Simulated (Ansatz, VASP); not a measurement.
# One calculation of BeTe, two programs

```xyz
2
Lattice="0.0000 3.1094 2.1983 3.1094 0.0000 2.1983 3.1094 3.1094 0.0000" Properties=species:S:1:pos:R:3 pbc="T T T"
Be    0.0000    0.0000    0.0000
Te    4.6641    4.6641    3.2975
```

Alike in both runs: task single point; functional LDA; k mesh 10 × 10 × 10; occupations gaussian, width 0.05 eV; no spin polarisation.

|  | VASP | Ansatz |
| --- | --- | --- |
| version | VASP 6.6.1 | Ansatz 0.2.0 |
| potentials or method | VASP PAW LDA potentials, release 64 (Be, Te) | scalar-relativistic, plane waves, PAW |
| plane-wave cutoff (eV) | 520 | 420 |
| valence electrons in the cell | 8 | 18 |

```csv
,VASP,Ansatz,Ansatz less VASP
gap on the k mesh at the Fermi level (eV),none,none,-
pressure (GPa),-1.0,-1.2,-0.25
largest component of the traceless stress (GPa),7.27,7.33,+0.060
```

A gap of «none» marks a metal or a gap that the smearing closes. The two sets of potentials don't hold the same shells in valence.

The runs have no spin-orbit coupling, so splittings on Te are missing.
